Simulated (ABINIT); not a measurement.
# Ta (Im-3m) in ABINIT: further runs

The runs below take Ta through relaxation of cell and atoms, single point, with PBE.

Everything below comes from runs of ABINIT 10.8.3 (patched build). Logs are shortened: lines on timing, memory, paths and dates and some standing lists are left out, and cuts for length are marked. The log counts tension as positive stress, the text compression.

### Step 1. The crystal as given

Symmetry: Im-3m, No. 229, cubic system. The conventional cell has a = 3.303 Å, b = 3.303 Å, c = 3.303 Å, α = 90.00°, β = 90.00°, γ = 90.00°. Ta (site symmetry m-3m) is surrounded by 8 Ta at 2.86 Å.

### Step 2. Relaxation of cell and atoms, PBE

Input file run.abi:

```
# Pseudopotentials
pp_dirpath "./"
pseudos "Ta.upf"

# Structure
acell 5.4048073095 5.4048073095 5.4048073095
rprim
    -0.5773502692     0.5773502692     0.5773502692
     0.5773502692    -0.5773502692     0.5773502692
     0.5773502692     0.5773502692    -0.5773502692
ntypat 1
znucl 73
natom 1
typat 1
chkprim 0
chksymtnons 0
tolsym 1.0e-6
xred
            0.0            0.0            0.0

# Plane-wave basis
ecut 29.0
ecutsm 0.5

# k points
kptopt 1
ngkpt 8 8 8
nshiftk 1
shiftk 0.0 0.0 0.0

# Exchange and correlation
ixc 11

# Bands and occupations
nband 11
occopt 3
tsmear 0.05 eV

# SCF cycle
nstep 80
tolvrs 1.0e-12

# Output
iomode 3
prteig 0
prtebands 0
prtwf 0
prtden 0

# Relaxation
ionmov 2
optcell 2
ntime 50
tolmxf 2.0e-5
dilatmx 1.08
```

Potentials or basis: PseudoDojo NC SR PBE v0.4.1 standard.

On the command line:

```sh
$ mpirun --bind-to none -np 4 abinit run.abi > log 2>&1
```

run.abo:

```text
.Version 10.8.3 of ABINIT
 Symmetries : space group Im -3 m (#229); Bravais cI (body-center cubic)
================================================================================
 Values of the parameters that define the memory need of the present run
     intxc =       0    ionmov =       2      iscf =       7    lmnmax =       8
     lnmax =       8     mgfft =      30  mpssoang =       4    mqgrid =    3001
     natom =       1  nloc_mem =       1    nspden =       1   nspinor =       1
    nsppol =       1      nsym =      48    n1xccc =    2501    ntypat =       1
    occopt =       3   xclevel =       2
       mpw =        1165          nfft =       27000          nkpt =          29
================================================================================
================================================================================

--------------------------------------------------------------------------------
------------- Echo of variables that govern the present computation ------------
--------------------------------------------------------------------------------
 -outvars: echo values of preprocessed input variables --------
            acell      5.4048073095E+00  5.4048073095E+00  5.4048073095E+00 Bohr
              amu      1.80947900E+02
          chkprim           0
      chksymtnons           0
          dilatmx      1.08000000E+00
             ecut      2.90000000E+01 Hartree
           ecutsm      5.00000000E-01 Hartree
           ionmov           2
              ixc          11
         kptrlatt        8    0    0      0    8    0      0    0    8
          kptrlen      4.32384585E+01
            natom           1
            nband          11
            ngfft          30      30      30
             nkpt          29
            nstep          80
             nsym          48
            ntime          50
           ntypat           1
           occopt           3
          optcell           2
           prtden           0
        prtebands           0
           prteig           0
            prtwf           0
            rprim     -5.7735026920E-01  5.7735026920E-01  5.7735026920E-01
                       5.7735026920E-01 -5.7735026920E-01  5.7735026920E-01
                       5.7735026920E-01  5.7735026920E-01 -5.7735026920E-01
          spgroup         229
           tolmxf      2.00000000E-05
           tolsym      1.00000000E-06
           tolvrs      1.00000000E-12
           tsmear      1.83746611E-03 Hartree
            typat      1
            znucl       73.00000

================================================================================

 chkinp: Checking input parameters for consistency.

================================================================================
== DATASET  1 ==================================================================

--- !DatasetInfo
iteration_state: {dtset: 1, }
dimensions: {natom: 1, nkpt: 29, mband: 11, nsppol: 1, nspinor: 1, nspden: 1, mpw: 1165, }
cutoff_energies: {ecut:  29.0, pawecutdg:  -1.0, }
electrons: {nelect:   1.30000000E+01, charge:   0.00000000E+00, occopt:   3.00000000E+00, tsmear:   1.83746611E-03, }
meta: {optdriver: 0, ionmov: 2, optcell: 2, iscf: 7, paral_kgb: 0, }
...

 Exchange-correlation functional for the present dataset will be:
  GGA: Perdew-Burke-Ernzerhof functional - ixc=11
  J.P.Perdew, K.Burke, M.Ernzerhof, PRL 77, 3865 (1996)

 Real(R)+Recip(G) space primitive vectors, cartesian coordinates (Bohr,Bohr^-1):
 R(1)= -3.1204670  3.1204670  3.1204670  G(1)=  0.0000000  0.1602324  0.1602324
 R(2)=  3.1204670 -3.1204670  3.1204670  G(2)=  0.1602324  0.0000000  0.1602324
 R(3)=  3.1204670  3.1204670 -3.1204670  G(3)=  0.1602324  0.1602324  0.0000000
 Unit cell volume ucvol=  1.2153987E+02 bohr^3
 Angles (23,13,12)=  1.09471221E+02  1.09471221E+02  1.09471221E+02 degrees

 getcut: wavevector=  0.0000  0.0000  0.0000  ngfft=  30  30  30
         ecut(hartree)=     33.826   => boxcut(ratio)=   2.12008

--- Pseudopotential description ------------------------------------------------
- pspini: atom type   1  psp file is ./Ta.upf
  73.00000  13.00000  171031                  znucl, zion, pspdat
12 -101130 3 -1 1450                          pspcod,pspxc,lmax,lloc,mmax
     nproj     2     2     2     2

   2.81919910E+02                                ecore*ucvol(ha*bohr**3)
--------------------------------------------------------------------------------

================================================================================

=== [ionmov= 2] Broyden-Fletcher-Goldfarb-Shanno method (forces)
================================================================================

--- Iteration: ( 1/50) Internal Cycle: (1/1)
--------------------------------------------------------------------------------

---SELF-CONSISTENT-FIELD CONVERGENCE--------------------------------------------

--- !BeginCycle
iteration_state: {dtset: 1, itime: 1, icycle: 1, }
solver: {iscf: 7, nstep: 80, nline: 4, wfoptalg: 0, }
tolerances: {tolvrs: 1.00E-12, }
...
[... 142 lines left out ...]
  0.00000000000000E+00  0.00000000000000E+00 -0.00000000000000E+00
 Scale of Primitive Cell (acell) [bohr]
  5.41044579720159E+00  5.41044579720159E+00  5.41044579720159E+00
 Real space primitive translations (rprimd) [bohr]
 -3.12372233745022E+00  3.12372233745022E+00  3.12372233745022E+00
  3.12372233745022E+00 -3.12372233745022E+00  3.12372233745022E+00
  3.12372233745022E+00  3.12372233745022E+00 -3.12372233745022E+00
 Unitary Cell Volume (ucvol) [Bohr^3]=  1.21920647627414E+02
 Angles (23,13,12)= [degrees]
  1.09471220634491E+02  1.09471220634491E+02  1.09471220634491E+02
 Lengths [Bohr]
  5.41044579720159E+00  5.41044579720159E+00  5.41044579720159E+00
 Stress tensor in cartesian coordinates (strten) [Ha/bohr^3]
 -1.30070598282662E-05  0.00000000000000E+00  0.00000000000000E+00
  0.00000000000000E+00 -1.30070598282732E-05  0.00000000000000E+00
  0.00000000000000E+00  0.00000000000000E+00 -1.30070598282697E-05
 Total energy (etotal) [Ha]= -6.51045360951155E+01

 Difference of energy with previous step (new-old):
           Absolute (Ha)=-9.08646E-06
           Relative     =-1.39567E-07

--- Iteration: ( 3/50) Internal Cycle: (1/1)
--------------------------------------------------------------------------------

---SELF-CONSISTENT-FIELD CONVERGENCE--------------------------------------------

--- !BeginCycle
iteration_state: {dtset: 1, itime: 3, icycle: 1, }
solver: {iscf: 7, nstep: 80, nline: 4, wfoptalg: 0, }
tolerances: {tolvrs: 1.00E-12, }
...
[... 56 lines left out ...]
  0.00000000000000E+00  0.00000000000000E+00 -0.00000000000000E+00
 Scale of Primitive Cell (acell) [bohr]
  5.41383194798053E+00  5.41383194798053E+00  5.41383194798053E+00
 Real space primitive translations (rprimd) [bohr]
 -3.12567733251395E+00  3.12567733251395E+00  3.12567733251395E+00
  3.12567733251395E+00 -3.12567733251395E+00  3.12567733251395E+00
  3.12567733251395E+00  3.12567733251395E+00 -3.12567733251395E+00
 Unitary Cell Volume (ucvol) [Bohr^3]=  1.22149704609447E+02
 Angles (23,13,12)= [degrees]
  1.09471220634491E+02  1.09471220634491E+02  1.09471220634491E+02
 Lengths [Bohr]
  5.41383194798053E+00  5.41383194798053E+00  5.41383194798053E+00
 Stress tensor in cartesian coordinates (strten) [Ha/bohr^3]
 -9.24578791618169E-08  0.00000000000000E+00  0.00000000000000E+00
  0.00000000000000E+00 -9.24578791548780E-08  0.00000000000000E+00
  0.00000000000000E+00  0.00000000000000E+00 -9.24578791583475E-08
 Total energy (etotal) [Ha]= -6.51045375933794E+01

 Difference of energy with previous step (new-old):
           Absolute (Ha)=-1.49826E-06
           Relative     =-2.30132E-08

 At Broyd/MD step   3, gradients are converged :
  max grad (force/stress) = 9.2458E-06 < tolmxf= 2.0000E-05 ha/bohr (free atoms)

================================================================================

 ----iterations are completed or convergence reached----

 Mean square residual over all n,k,spin=   25.537E-09; max=  77.226E-07
 reduced coordinates (array xred) for    1 atoms
       0.000000000000      0.000000000000      0.000000000000
 rms dE/dt=  0.0000E+00; max dE/dt=  0.0000E+00; dE/dt below (all hartree)
    1       0.000000000000      0.000000000000      0.000000000000

 cartesian coordinates (angstrom) at end:
    1      0.00000000000000     0.00000000000000     0.00000000000000

 cartesian forces (hartree/bohr) at end:
    1     -0.00000000000000    -0.00000000000000    -0.00000000000000
 frms,max,avg= 0.0000000E+00 0.0000000E+00   0.000E+00  0.000E+00  0.000E+00 h/b

 cartesian forces (eV/Angstrom) at end:
    1     -0.00000000000000    -0.00000000000000    -0.00000000000000
 frms,max,avg= 0.0000000E+00 0.0000000E+00   0.000E+00  0.000E+00  0.000E+00 e/A
 length scales=  5.413831947981  5.413831947981  5.413831947981 bohr
              =  2.864876488586  2.864876488586  2.864876488586 angstroms
 Fermi (or HOMO) energy (hartree) =   0.49782   Average Vxc (hartree)=  -0.48013
 Eigenvalues (hartree) for nkpt=  29  k points:
 kpt#   1, nband= 11, wtk=  0.00195, kpt=  0.0000  0.0000  0.0000 (reduced coord)
  -1.96990   -0.71752   -0.71752   -0.71752    0.20683    0.52452    0.52452    0.52452
   0.64419    0.64419    1.03247
      occupation numbers for kpt#   1
   2.00000    2.00000    2.00000    2.00000    2.00000    0.00000    0.00000    0.00000
   0.00000    0.00000    0.00000
 prteigrs : prtvol=0 or 1, do not print more k-points.

--- !EnergyTerms
iteration_state     : {dtset: 1, itime: 3, icycle: 1, }
comment             : Components of total free energy in Hartree
kinetic             :  1.71595372404437E+01
hartree             :  7.36606181209518E+00
xc                  : -1.48073693948769E+01
Ewald energy        : -4.91917740971869E+01
psp_core            :  2.30798683678350E+00
local_psp           : -3.25828771457961E+01
non_local_psp       :  4.64417856954710E+00
internal            : -6.51042561789904E+01
'-kT*entropy'       : -2.81414388973354E-04
total_energy        : -6.51045375933794E+01
total_energy_eV     : -1.77158471881944E+03
band_energy         : -6.24767382382072E+00
...

 Cartesian components of stress tensor (hartree/bohr^3)
  sigma(1 1)= -9.24578792E-08  sigma(3 2)=  0.00000000E+00
  sigma(2 2)= -9.24578792E-08  sigma(3 1)=  0.00000000E+00
  sigma(3 3)= -9.24578792E-08  sigma(2 1)=  0.00000000E+00

-Cartesian components of stress tensor (GPa)         [Pressure=  2.7202E-03 GPa]
- sigma(1 1)= -2.72020472E-03  sigma(3 2)=  0.00000000E+00
- sigma(2 2)= -2.72020472E-03  sigma(3 1)=  0.00000000E+00
- sigma(3 3)= -2.72020472E-03  sigma(2 1)=  0.00000000E+00

== END DATASET(S) ==============================================================
================================================================================

 -outvars: echo values of variables after computation  --------
            acell      5.4138319480E+00  5.4138319480E+00  5.4138319480E+00 Bohr
           etotal     -6.5104537593E+01
            fcart     -0.0000000000E+00 -0.0000000000E+00 -0.0000000000E+00
            rprim     -5.7735026919E-01  5.7735026919E-01  5.7735026919E-01
                       5.7735026919E-01 -5.7735026919E-01  5.7735026919E-01
                       5.7735026919E-01  5.7735026919E-01 -5.7735026919E-01
           strten     -9.2457879162E-08 -9.2457879155E-08 -9.2457879158E-08
                       0.0000000000E+00  0.0000000000E+00  0.0000000000E+00
 Calculation completed.
```

Run time: 5.3 s. Hardware: 4 MPI ranks of AMD EPYC 9R45 (Zen 5), shared host; peak memory 0.28 GiB.

What came out:

```
Free energy                            : -1771.5847 eV
Relaxed volume                         : 18.10 Å³/atom
Relaxed cell                           : a = 2.865 Å, b = 2.865 Å, c = 2.865 Å, α = 109.47°, β = 109.47°, γ = 109.47°
Space group after relaxing (to 0.05 Å) : Im-3m (No. 229)
Energy gained by relaxing              : 0.3 meV/atom
Ionic steps                            : 3
Pressure after relaxing                : 0.0 GPa
Band gap on the k mesh                 : none (metal or under the smearing width)
```

The path:
| step | energy change (eV) | largest force (eV/Å) | pressure (GPa) | volume (Å³) |
| --- | --- | --- | --- | --- |
| 1 | 0.0000 | 0.0000 | 1.02 | 18.01 |
| 2 | -0.0002 | 0.0000 | 0.38 | 18.07 |
| 3 | -0.0003 | 0.0000 | 0.00 | 18.10 |

Final structure:
```
CELL_PARAMETERS angstrom
-1.65404 1.65404 1.65404
1.65404 -1.65404 1.65404
1.65404 1.65404 -1.65404
ATOMIC_POSITIONS crystal
Ta 0.00000 0.00000 0.00000
```

### Step 3. Single point, PBE (cell relaxed)

Input file run.abi:

```
pp_dirpath "./"
pseudos "Ta.upf"

acell 2.8648764853 2.8648764853 2.8648764853 Angstrom
rprim
    -0.5773502692     0.5773502692     0.5773502692
     0.5773502692    -0.5773502692     0.5773502692
     0.5773502692     0.5773502692    -0.5773502692
ntypat 1
znucl 73
natom 1
typat 1
xred
     0.0000000000     0.0000000000     0.0000000000
chkprim 0
chksymtnons 0
tolsym 1.0e-6

ecut 789.130201 eV

kptopt 1
ngkpt 8 8 8
nshiftk 1
shiftk 0.0 0.0 0.0

ixc 11

nband 11
occopt 3
tsmear 0.05 eV

nstep 100
tolvrs 1.0e-10

iomode 3
prtwf 0
prtden 0
prteig 0
prtebands 0
enunit 2
```

Potentials or basis: PseudoDojo NC SR PBE v0.4.1 standard.

On the command line:

```sh
$ mpirun --bind-to none -np 4 abinit run.abi > log 2>&1
```

run.abo:

```text
.Version 10.8.3 of ABINIT
 Symmetries : space group Im -3 m (#229); Bravais cI (body-center cubic)
================================================================================
 Values of the parameters that define the memory need of the present run
     intxc =       0    ionmov =       0      iscf =       7    lmnmax =       8
     lnmax =       8     mgfft =      30  mpssoang =       4    mqgrid =    3001
     natom =       1  nloc_mem =       1    nspden =       1   nspinor =       1
    nsppol =       1      nsym =      48    n1xccc =    2501    ntypat =       1
    occopt =       3   xclevel =       2
       mpw =         935          nfft =       27000          nkpt =          29
================================================================================
================================================================================

--------------------------------------------------------------------------------
------------- Echo of variables that govern the present computation ------------
--------------------------------------------------------------------------------
 -outvars: echo values of preprocessed input variables --------
            acell      5.4138319418E+00  5.4138319418E+00  5.4138319418E+00 Bohr
              amu      1.80947900E+02
          chkprim           0
      chksymtnons           0
             ecut      2.90000000E+01 Hartree
           enunit           2
              ixc          11
         kptrlatt        8    0    0      0    8    0      0    0    8
          kptrlen      4.33106555E+01
            natom           1
            nband          11
            ngfft          30      30      30
             nkpt          29
            nstep         100
[... 149 lines left out ...]
 -53.60380  -19.52476  -19.52476  -19.52476    5.62820   14.27299   14.27299   14.27299
  17.52940   17.52940   28.09499
 prteigrs : prtvol=0 or 1, do not print more k-points.

--- !EnergyTerms
iteration_state     : {dtset: 1, }
comment             : Components of total free energy in Hartree
kinetic             :  1.71595350277319E+01
hartree             :  7.36606424414112E+00
xc                  : -1.48073698644951E+01
Ewald energy        : -4.91917741527353E+01
psp_core            :  2.30798684460162E+00
local_psp           : -3.25828823773885E+01
non_local_psp       :  4.64418317288518E+00
internal            : -6.51042571052591E+01
'-kT*entropy'       : -2.81414564517855E-04
total_energy        : -6.51045385198236E+01
total_energy_eV     : -1.77158474402927E+03
band_energy         : -6.24767200724208E+00
...

 Cartesian components of stress tensor (hartree/bohr^3)
  sigma(1 1)=  4.38604877E-07  sigma(3 2)=  0.00000000E+00
  sigma(2 2)=  4.38604877E-07  sigma(3 1)=  0.00000000E+00
  sigma(3 3)=  4.38604877E-07  sigma(2 1)=  0.00000000E+00

-Cartesian components of stress tensor (GPa)         [Pressure= -1.2904E-02 GPa]
- sigma(1 1)=  1.29042010E-02  sigma(3 2)=  0.00000000E+00
- sigma(2 2)=  1.29042010E-02  sigma(3 1)=  0.00000000E+00
- sigma(3 3)=  1.29042010E-02  sigma(2 1)=  0.00000000E+00

== END DATASET(S) ==============================================================
================================================================================

 -outvars: echo values of variables after computation  --------
            acell      5.4138319418E+00  5.4138319418E+00  5.4138319418E+00 Bohr
           etotal     -6.5104538520E+01
            fcart     -0.0000000000E+00 -0.0000000000E+00 -0.0000000000E+00
            rprim     -5.7735026920E-01  5.7735026920E-01  5.7735026920E-01
                       5.7735026920E-01 -5.7735026920E-01  5.7735026920E-01
                       5.7735026920E-01  5.7735026920E-01 -5.7735026920E-01
           strten      4.3860487735E-07  4.3860487734E-07  4.3860487735E-07
                       0.0000000000E+00  0.0000000000E+00  0.0000000000E+00
 Calculation completed.
```

It took 2.3 s on 4 MPI ranks of AMD EPYC 9R45 (Zen 5), shared host; peak memory 0.28 GiB.

Results:

```yaml
Free_energy: -1771.5847 eV
Pressure: 0.0 GPa
Band_gap_on_the_k_mesh: none (metal or under the smearing width)
Valence_electrons_inside_the_program's_atomic_spheres: Ta 9.26 (radii [1.0584] Å)
```

The run has no spin-orbit coupling, so splittings on Ta are missing.
